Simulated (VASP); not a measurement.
Write the native input for VASP 6.6.1 that does the following.

```
Task                   : single point
Functional             : PBEsol
Potentials or basis    : VASP PAW PBE potentials, release 64 (Os)
Cutoff                 : 520 eV
k mesh                 : 11 × 11 × 15
Occupations            : fermi-dirac, width 0.1 eV
Spin                   : no spin polarisation
Dipole correction      : no
Further INCAR settings : ALGO = Normal; EDIFF = 1e-06; NBANDS = 19
```

The structure of Os lies in POSCAR:

```
Os
1.0
    4.2853606649      0.0000000000      0.0000000000
   -2.1426803324      3.7112312002      0.0000000000
    0.0000000000      0.0000000000      2.6931121954
Os
3
Direct
    0.0000000000      0.0000000000      1.0000000000
    0.3333333333      0.6666666667      0.5000000000
    0.6666666667      0.3333333333      0.5000000000
```

This isn't the form of Os at room conditions, which is hcp.

The input as run:

INCAR

```
SYSTEM = Os
ALGO = Normal
EDIFF = 1E-6
ENCUT = 520
GGA = PS
ISIF = 2
ISMEAR = -1
LASPH = .True.
LCHARG = .False.
LREAL = .False.
LWAVE = .False.
NBANDS = 19
NELM = 80
PREC = Accurate
SIGMA = 0.1
```

KPOINTS

```
k-points
0
Gamma
  11 11 15
  0 0 0
```

Potentials or basis: VASP PAW PBE potentials, release 64 (Os).

Launch:

```bash
$ cat potpaw_PBE.64/Os/POTCAR > POTCAR
$ mpirun -np 1 vasp_std > vasp.out
```

Results of the run:

```
Pressure               : 0.4 GPa
Band gap on the k mesh : none (metal or under the smearing width)
```

Caveat: the PAW data sets were made with another functional, which shifts forces and pressure a little.

Wall time 37 s on 1 thread of Intel(R) Xeon(R) Platinum 8559C (Emerald Rapids), with other jobs on the host, peak memory 0.21 GiB.
